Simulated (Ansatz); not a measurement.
**MoS2: how the settings move a relaxation**

How sensitive is a relaxation of MoS2 to its settings? A reference run comes first, then two runs with altered input.

Computed with Ansatz 0.2.0 (reference: DFT, PBEsol, PAW with Ansatz's default frozen-core files, scalar-relativistic; relaxation of cell and atoms, unless a step's input says otherwise).

## Step 1: The system as given

It takes space group R3m (No. 160, trigonal). Conventional cell: a = 3.160 Å, b = 3.160 Å, c = 18.450 Å, α = 90.00°, β = 90.00°, γ = 120.00°. Mo (site symmetry 3m) has 6 S at 2.39 Å as nearest neighbours. Around S (site symmetry 3m) lie 3 Mo at 2.39 Å.

Coordinates:

```xyz
3
Lattice="1.5800 0.9122 6.1500 -1.5800 0.9122 6.1500 0.0000 -1.8244 6.1500" Properties=species:S:1:pos:R:3 pbc="T T T"
Mo    0.0000    0.0000    0.0000
S     0.0000    0.0000    4.6125
S     0.0000    0.0000    7.6936
```

## Step 2: The reference run

Input file input.yaml:

```yaml
crystal:
  lattice:
    - [1.57999999999, 0.91221342531, 6.15]
    - [-1.57999999999, 0.91221342531, 6.15]
    - [0.0, -1.82442685062, 6.15]
  atoms:
    - { symbol: Mo, position: [0.0, 0.0, 0.0] }
    - { symbol: S, position: [0.25, 0.25, 0.25] }
    - { symbol: S, position: [0.417, 0.417, 0.417] }
kpoints:
  mp_grid: { grid: [14, 14, 14] }
scf:
  occupations: { method: fermi_dirac, width: 0.1 }
hamiltonian:
  xc: pbesol
  pseudopotentials: { kind: paw }
relax:
  f_tol: 0.002
  max_steps: 80
  cell: {}
output:
  forces: true
  stress: true
```

Command:

```sh
$ ansatz run input.yaml --threads 2 --pin off --max-ram 6144MiB --backend cpu --events-out ev --progress --plain --runs-dir out
```

The main lines of its log:

```text
[...]
Basis set: ecut = 420 eV, 1011 PW (Γ), FFT grids on a1−a3, a2−a3, a3, exchange–correlation on 48×48×90 points (8 copies of the dense FFT grid, shifted against one another)
[...]
k-points: 288 of 2744 (time reversal used)
[...]
SCF iter   1: F=—  HF=-6670.159589 eV  |F-HF|=—  |Δ(HF+E_count)|=         —  Δρ=6.68e-3  dr2=1.62e-2  ethr=1.77e-3  ⟨swp⟩=5.5  Hψ=25934  notcnv=0
preconditioner: auto → none  [insulator: Δε(μ)=0.910 eV  Ē_g=8.227 eV  σ=0.100 eV  W_gap=0.96  n_scr=16 (ndim 8)  ℏωp=21.6 eV  f_vac=0.016  D(μ)=0.01/eV (n_scr^D=0)  ε∞_Penn≈7.9]
SCF iter   2: F=—  HF=-6670.164836 eV  |F-HF|=—  |Δ(HF+E_count)|=   5.25e-3  Δρ=5.26e-3  dr2=3.17e-2  ethr=6.24e-5  ⟨swp⟩=2.2  Hψ=9488  notcnv=0
[...]
relax step   1: F+E_penalty+E_count = -6670.16188478 eV  Δ(F+E_penalty+E_count) = +0.000e0 eV  max|allowed force component| = 2.595e-1 eV/Å  Δτ_max = 0.0000 Å  P = +0.342 GPa  Ω = 53.184 Å³  (8 SCF iters, dr2 threshold 1.00e-7 eV, accepted)
[...]
Basis set: ecut = 420 eV, 999 PW (Γ), FFT grids on a1−a3, a2−a3, a3, exchange–correlation on 48×48×90 points (8 copies of the dense FFT grid, shifted against one another)
[...]
relax step   2: F+E_penalty+E_count = -6670.15615258 eV  Δ(F+E_penalty+E_count) = +5.732e-3 eV  max|allowed force component| = 2.564e-1 eV/Å  Δτ_max = 0.0279 Å  P = +0.650 GPa  Ω = 52.094 Å³  energy of the carried Pulay correction = +8.939e-5 eV  (7 SCF iters,
[...]
relax step   3: F+E_penalty+E_count = -6670.16726449 eV  Δ(F+E_penalty+E_count) = -5.380e-3 eV  max|allowed force component| = 1.606e-2 eV/Å  Δτ_max = 0.0063 Å  P = -0.131 GPa  Ω = 53.115 Å³  energy of the carried Pulay correction = +5.608e-6 eV  (10 SCF iters
[...]
Basis set: ecut = 420 eV, 1029 PW (Γ), FFT grids on a1−a3, a2−a3, a3, exchange–correlation on 48×48×90 points (8 copies of the dense FFT grid, shifted against one another)
[...]
relax step   4: F+E_penalty+E_count = -6670.16780953 eV  Δ(F+E_penalty+E_count) = -5.450e-4 eV  max|allowed force component| = 3.023e-3 eV/Å  Δτ_max = 0.0097 Å  P = +0.102 GPa  Ω = 53.341 Å³  energy of the carried Pulay correction = -1.276e-5 eV  (6 SCF iters,
[...]
relax step   5: F+E_penalty+E_count = -6670.16794422 eV  Δ(F+E_penalty+E_count) = -1.347e-4 eV  max|allowed force component| = 1.202e-2 eV/Å  Δτ_max = 0.0091 Å  P = -0.094 GPa  Ω = 53.712 Å³  energy of the carried Pulay correction = -4.264e-5 eV  (7 SCF iters,
[...]
relax step   6: F+E_penalty+E_count = -6670.16795791 eV  Δ(F+E_penalty+E_count) = -1.370e-5 eV  max|allowed force component| = 2.435e-4 eV/Å  Δτ_max = 0.0017 Å  P = +0.001 GPa  Ω = 53.737 Å³  energy of the carried Pulay correction = -4.464e-5 eV  (6 SCF iters,
[...]
SCF iter   5: F=—  HF=-6670.168012 eV  |F-HF|=—  |Δ(HF+E_count)|=   9.93e-9  Δρ=1.29e-6  dr2=4.49e-10  ethr=9.53e-12  ⟨swp⟩=2.2  Hψ=6583  notcnv=0
SCF iter   6: F=-6670.168012 eV  HF=-6670.168012 eV  |F-HF|=7.92e-10  |Δ(HF+E_count)|=   3.16e-9  Δρ=5.66e-7  dr2=1.98e-11  ethr=1.00e-12  ⟨swp⟩=5.2  Hψ=25604  notcnv=0
[...]
relax step   7: F+E_penalty+E_count = -6670.16801159 eV  Δ(F+E_penalty+E_count) = -5.367e-5 eV  max|allowed force component| = 2.739e-4 eV/Å  Δτ_max = 0.0000 Å  P = +0.002 GPa  Ω = 53.737 Å³  stress off target by 7.05e-3 GPa  SCF on the basis re-selected at th
[...]
SCF converged after 6 iterations
Free energy (F): -6670.168012 eV
[...]
E sigma→0 (E₀):  -6670.167900 eV
[...]
Fermi energy:    11.088183 eV
[...]
  P = ⅓ Tr σ = 0.0019 GPa (0.019 kbar)
--- Relaxed structure (6 steps of the walk, 5 accepted, 1 SCFs on fresh bases) ---
[...]
```

It took 72 s on 2 threads of Intel Xeon Platinum 8259CL at 2.50GHz (Skylake/Cascade Lake), shared host; peak memory 0.64 GiB.

## Step 3: The same system, input altered

Edit input.yaml of step 2 so:

```diff
@@ -10,5 +10,5 @@
 kpoints:
-  mp_grid: { grid: [14, 14, 14] }
+  mp_grid: { grid: [4, 4, 4] }
 scf:
-  occupations: { method: fermi_dirac, width: 0.1 }
+  occupations: { method: fixed }
 hamiltonian:
@@ -23 +23,5 @@
   stress: true
+  write_density: true
+  write_potential: true
+  elf: true
+  volumetric_format: npy
```

Command:

```sh
$ ansatz run input.yaml --threads 2 --pin off --max-ram 6144MiB --backend cpu --events-out ev --progress --plain --runs-dir out
```

The log of the run (excerpt; [...] marks lines left out):

```text
[...]
Pseudopotentials: kind: paw
Pseudopotential: Mo, paw, valence charge 14, recommended cutoff 420 eV (normal), Mo.paw.azcp
Pseudopotential: S, paw, valence charge 6, recommended cutoff 420 eV (normal), S.paw.azcp
Functional definition: PBEsol
[...]
Crystal: 3 atoms, lattice volume = 53.184 Å³
Basis set: ecut = 420 eV, 1011 PW (Γ), FFT grids on a1−a2, a2, −a2+a3, exchange–correlation on 48×90×48 points (8 copies of the dense FFT grid, shifted against one another)
Bands: 17, of which v1, the nominal top of the filled ones, is band 13 counted from 1 (12 counted from 0)
Symmetry: 6 space group operations
Space group: R3m (ITA 160), of the structure as read, at distance tolerance 3.8e-5 Å
k-points: 13 of 64 (time reversal used)
[...]
SCF iter   1: F=—  HF=-6670.218798 eV  |F-HF|=—  |Δ(HF+E_count)|=         —  Δρ=7.02e-3  dr2=2.09e-2  ethr=1.77e-3  ⟨swp⟩=4.9  Hψ=1022  notcnv=0  defer=24
[...]
relax step   1: F+E_penalty+E_count = -6670.22022489 eV  Δ(F+E_penalty+E_count) = +0.000e0 eV  max|allowed force component| = 2.232e-1 eV/Å  Δτ_max = 0.0000 Å  P = -0.087 GPa  Ω = 53.184 Å³  (8 SCF iters, dr2 threshold 1.00e-7 eV, accepted)
[...]
SCF converged after 7 iterations
Free energy (F): -6670.227774 eV
[...]
E sigma→0 (E₀):  -6670.227774 eV
Fermi energy:    10.644505 eV
[...]
--- Forces (eV/Å), atoms counted from 1 ---
  atom   1  Mo    -0.00000000    -0.00000000    -0.00023093
  atom   2  S      0.00000000    -0.00000000     0.00034566
  atom   3  S     -0.00000000     0.00000000    -0.00011504
[...]
--- Stress (GPa, compression-positive) ---
       -0.000649       0.000000      -0.000000
        0.000000      -0.000649       0.000000
       -0.000000       0.000000       0.006749
  P = ⅓ Tr σ = 0.0018 GPa (0.018 kbar)
--- Band table (eV; the first three rows and the last of 13) ---
  k-point 0: bands = ["-50.6435", "-24.8498", "-24.5873", "-24.5873", "-4.3131", "-2.6811", "3.8068", "7.4242", "7.4242", "8.5690", "8.5690", "9.2939", "9.5028", "12.8981", "12.8981", "13.2607", "13.2607"]
[...]
--- Relaxed structure (6 steps of the walk, 5 accepted, 1 SCFs on fresh bases) ---
  F+E_penalty+E_count = -6670.22777402 eV   max|allowed force component| = 3.458e-4 eV/Å   (the final SCF, on the basis selected at the relaxed cell)
  cell:  # Å, volume = 53.8041 Å³
    - [1.5696267344823855, 0.9062244176806383, 6.304233422480194]
    - [-1.5696267344823855, 0.9062244176806383, 6.304233422480194]
    - [8.865512222535534e-19, -1.812448835361278, 6.304233422480194]
  atoms:
    - { symbol: Mo, position: [9.81256584543042e-5, 9.81256584543042e-5, 9.812565845430413e-5] }
    - { symbol: S, position: [0.2511041649095082, 0.2511041649095082, 0.2511041649095082] }
    - { symbol: S, position: [0.4157977094320375, 0.4157977094320375, 0.41579770943203753] }
```

Run time: 5.6 s. Hardware: 2 threads of Intel Xeon Platinum 8259CL at 2.50GHz (Skylake/Cascade Lake), shared host; peak memory 0.39 GiB.

## Step 4: Checking the result

This run ends as converged. Convergence says nothing about whether the input makes sense.

Fixed occupations are right only where a gap separates filled from empty bands at every k-point. This system has one (1.32 eV on the mesh), so they are sound here.

The occupations need no remedy; a run with other occupations serves as a check.

Changing the k-point mesh and smearing moves the energy by -20.0 meV/atom (σ→0 values), and the gap on the mesh goes from 1.02 to 1.32 eV and the final volume goes from 53.74 to 53.80 Å³. More than one kind of setting changed, and this run alone doesn't tell their shares apart. A gap read on a mesh depends on which points the mesh holds, and a coarse mesh shifts the density too.

## Step 5: A further run, with the input changed

Edit input.yaml of step 2 so:

```diff
@@ -10,5 +10,6 @@
 kpoints:
-  mp_grid: { grid: [14, 14, 14] }
+  mp_grid: { grid: [8, 8, 8] }
 scf:
-  occupations: { method: fermi_dirac, width: 0.1 }
+  occupations: { method: fixed }
+  algorithm: density_mixing
 hamiltonian:
```

Command:

```sh
$ ansatz run input.yaml --threads 2 --pin off --max-ram 6144MiB --backend cpu --events-out ev --progress --plain --runs-dir out
```

The log of the run (excerpt; [...] marks lines left out):

```text
[...]
[... 4 set-up lines as earlier in the session ...]
[...]
Crystal: 3 atoms, lattice volume = 53.184 Å³
Basis set: ecut = 420 eV, 1011 PW (Γ), FFT grids on a1−a3, a2−a3, a3, exchange–correlation on 48×48×90 points (8 copies of the dense FFT grid, shifted against one another)
Bands: 17, of which v1, the nominal top of the filled ones, is band 13 counted from 1 (12 counted from 0)
[... 2 set-up lines as earlier in the session ...]
k-points: 65 of 512 (time reversal used)
[...]
SCF iter   1: F=—  HF=-6670.159251 eV  |F-HF|=—  |Δ(HF+E_count)|=         —  Δρ=6.68e-3  dr2=1.63e-2  ethr=1.77e-3  ⟨swp⟩=4.9  Hψ=5200  notcnv=0  defer=125
[...]
  atom   3  S     -0.00000000     0.00000000    -0.00009360
[...]
--- Stress (GPa, compression-positive) ---
       -0.000597       0.000000      -0.000000
        0.000000      -0.000597       0.000000
       -0.000000       0.000000       0.006990
  P = ⅓ Tr σ = 0.0019 GPa (0.019 kbar)
--- Relaxed structure (6 steps of the walk, 5 accepted, 1 SCFs on fresh bases) ---
  F+E_penalty+E_count = -6670.16775420 eV   max|allowed force component| = 1.842e-4 eV/Å   (the final SCF, on the basis selected at the relaxed cell)
  cell:  # Å, volume = 53.7366 Å³
    - [1.571574696563817, 0.907349074112724, 6.28072258598219]
    - [-1.571574696563817, 0.907349074112724, 6.28072258598219]
    - [7.200686268276498e-19, -1.8146981482254494, 6.28072258598219]
  atoms:
    - { symbol: Mo, position: [0.00010146108927706583, 0.00010146108927706583, 0.00010146108927706576] }
    - { symbol: S, position: [0.2507571383102253, 0.2507571383102253, 0.2507571383102253] }
    - { symbol: S, position: [0.4161414006004977, 0.4161414006004977, 0.4161414006004978] }
```

Wall time 21 s (2 threads of Intel Xeon Platinum 8259CL at 2.50GHz (Skylake/Cascade Lake), shared host); peak memory 0.44 GiB.

## Step 6: A look at that input

The run converged and reported no error. Convergence says nothing about whether the input makes sense.

Fixed occupations are right only where a gap separates filled from empty bands at every k-point. This system has one (1.10 eV on the mesh), so they are sound here.

The occupations need no remedy; a run with other occupations serves as a check.

Changing the k-point mesh, smearing and solver moves the energy by 0.0 meV/atom (σ→0 values), and the gap on the mesh goes from 1.02 to 1.10 eV. More than one kind of setting changed, and this run alone doesn't tell their shares apart. A gap read on a mesh depends on which points the mesh holds, and a coarse mesh shifts the density too. Cost: 21 s against 72 s.

## Step 7: All runs together

| run | ending | energy change | pressure (GPa) | gap (eV) | force (eV/Å) | cycles | time |
| --- | --- | --- | --- | --- | --- | --- | --- |
| reference | converged | 0 | 0.0 | 1.02 | 0.00 | 50 | 72 s |
| 1: mp_grid.grid [4, 4, 4], occupations.method fixed | converged | -20.0 meV/atom (σ→0) | 0.0 | 1.32 | 0.00 | 51 | 5.6 s |
| 2: mp_grid.grid [8, 8, 8], occupations.method fixed, scf.algorithm density_mixing | converged | 0.0 meV/atom (σ→0) | 0.0 | 1.10 | 0.00 | 50 | 21 s |

Times don't compare one to one where runs were asked for different outputs or read a saved state (see the inputs); cycles may leave out searches for a lower state.

What this shows: Of the converged runs whose energies compare with the reference's, «mp_grid.grid [4, 4, 4], occupations.method fixed» moves the energy most (-20.0 meV/atom) and «mp_grid.grid [8, 8, 8], occupations.method fixed, scf.algorithm density_mixing» least (0.0 meV/atom).

The gaps are Kohn-Sham values of a semilocal functional, not quasiparticle or optical gaps. Such gaps usually fall short of the measured ones.
